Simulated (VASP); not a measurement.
Method: PBEsol GGA, VASP's PBE PAW potentials (set 64) (plane waves; VASP).

VASP ran on this input.

### POSCAR
```
GeO2
1
    2.4968551988    -4.3246804273     0.0000000000
    2.4968551988     4.3246804273     0.0000000000
    0.0000000000    -0.0000000000     5.6961556181
Ge O
3 6
Direct
  1.0000000000   0.4518345752   0.3333330000
  0.5481654248   0.5481654248   1.0000000000
  0.4518345752   1.0000000000   0.6666670000
  0.3038812635   0.3947406987   0.2451525739
  0.6052593013   0.9091405647   0.9118195739
  0.6961187365   0.0908594352   0.4215134261
  0.9091405647   0.6052593013   0.0881804261
  0.3947406987   0.3038812635   0.7548474261
  0.0908594352   0.6961187365   0.5784865739
```

### INCAR
```
SYSTEM = GeO2
NEDOS = 601   ! DOS grid
LORBIT = 11   ! lm-projected
ALGO = Normal
NELM = 100
LWAVE = .FALSE.
EDIFF = 1E-7   ! SCF stop (eV)
ISIF = 2   ! forces and stress, cell fixed
GGA = PS
ISMEAR = -5
LMAXMIX = 4   ! l cut-off of mixed one-centre charges
LREAL = .FALSE.   ! projection in real space or not
LCHARG = .TRUE.
PREC = Accurate
LEFG = .TRUE.
ENCUT = 520
LASPH = .TRUE.   ! aspherical one-centre terms
```

**KPOINTS**
```
Automatic
0
gamma
  6 6 5
```

POTCAR, in this order: Ge_d O (PBE.64 set). Program: vasp_std.

What VASP printed:

File OSZICAR:
```
       N       E                     dE             d eps       ncg     rms          rms(c)
DAV:   1     0.116244076427E+04    0.11624E+04   -0.37235E+04  3296   0.406E+03
DAV:   2     0.168252626968E+03   -0.99419E+03   -0.95080E+03  2696   0.114E+03
DAV:   3    -0.509567904850E+02   -0.21921E+03   -0.21567E+03  2812   0.283E+02
DAV:   4    -0.688097655420E+02   -0.17853E+02   -0.17747E+02  3032   0.980E+01
DAV:   5    -0.693268451191E+02   -0.51708E+00   -0.51594E+00  3048   0.162E+01    0.180E+01
DAV:   6    -0.610081264379E+02    0.83187E+01   -0.32206E+01  3944   0.928E+01    0.646E+00
DAV:   7    -0.610709758454E+02   -0.62849E-01   -0.31199E+00  2796   0.887E+00    0.382E+00
DAV:   8    -0.609964501707E+02    0.74526E-01   -0.44299E-01  3658   0.783E+00    0.918E-01
DAV:   9    -0.609773793401E+02    0.19071E-01   -0.14972E-01  3928   0.512E+00    0.253E-01
DAV:  10    -0.609783367984E+02   -0.95746E-03   -0.10560E-02  2874   0.752E-01    0.900E-02
DAV:  11    -0.609785683769E+02   -0.23158E-03   -0.52450E-04  3624   0.154E-01    0.367E-02
DAV:  12    -0.609785804842E+02   -0.12107E-04   -0.38555E-05  3360   0.130E-01    0.161E-02
DAV:  13    -0.609785835870E+02   -0.31028E-05   -0.29763E-05  3672   0.787E-02    0.365E-03
DAV:  14    -0.609785836068E+02   -0.19796E-07   -0.50865E-06  3588   0.354E-02    0.152E-03
DAV:  15    -0.609785836022E+02    0.45857E-08   -0.34160E-07  2168   0.108E-02
   1 F= -.60978584E+02 E0= -.60978584E+02  d E =0.000000E+00
```

### OUTCAR
```
------------------------ aborting loop because EDIFF is reached ----------------------------------------
  FORCE on cell =-STRESS in cart. coord.  units (eV):
  Direction    XX          YY          ZZ          XY          YZ          ZX
  --------------------------------------------------------------------------------------
  Total       -0.0336825     -0.0336825     -0.1048869      0.0000000     -0.0000000      0.0000000
  in kB       -0.4386877     -0.4386878     -1.3660690      0.0000000     -0.0000000      0.0000000
  external PRESSURE =      -0.7478149 kB  Pullay stress =       0.0000000 kB
  volume of cell :      123.02
      direct lattice vectors                 reciprocal lattice vectors
     2.496855199 -4.324680427  0.000000000     0.200251901 -0.115615479  0.000000000
     2.496855199  4.324680427  0.000000000     0.200251901  0.115615479  0.000000000
     0.000000000  0.000000000  5.696155618     0.000000000  0.000000000  0.175557001
 POSITION                                       TOTAL-FORCE (eV/Angst)
 -----------------------------------------------------------------------------------
      1.12817      1.95404      1.89872        -0.004535     -0.007854      0.000000
      2.73738      0.00000      0.00000         0.009069     -0.000000      0.000000
      1.12817     -1.95404      3.79744        -0.004535      0.007854      0.000000
      1.74436      0.39294      1.39643         0.009874     -0.009392     -0.010233
      3.78124      1.31419      5.19387         0.003197      0.013247     -0.010233
      1.96497     -2.61755      2.40101        -0.013070      0.003855      0.010233
      3.78124     -1.31419      0.50229         0.003197     -0.013247      0.010233
      1.74436     -0.39294      4.29973         0.009874      0.009392      0.010233
      1.96497      2.61755      3.29515        -0.013070     -0.003855     -0.010233
 -----------------------------------------------------------------------------------
    total drift:                                0.000026     -0.000366      0.000013
  FREE ENERGIE OF THE ION-ELECTRON SYSTEM (eV)
  ---------------------------------------------------
  free  energy   TOTEN  =       -60.9785836022 eV

  energy  without entropy=      -60.9785836022  energy(sigma->0) =      -60.97858360

 total charge

# of ion       s       p       d       tot
------------------------------------------
    1        0.962   1.308  10.483  12.753
    2        0.962   1.308  10.483  12.753
    3        0.962   1.308  10.483  12.753
    4        1.557   3.515   0.000   5.071
    5        1.557   3.515   0.000   5.071
    6        1.557   3.515   0.000   5.071
    7        1.557   3.515   0.000   5.071
    8        1.557   3.515   0.000   5.071
    9        1.557   3.515   0.000   5.071
--------------------------------------------------
tot         12.226  25.013  31.448  68.687
```
(Selected blocks of OUTCAR.)

The compound is GeO2 in the quartz structure, a metastable form; rutile is stable. It was relaxed first.
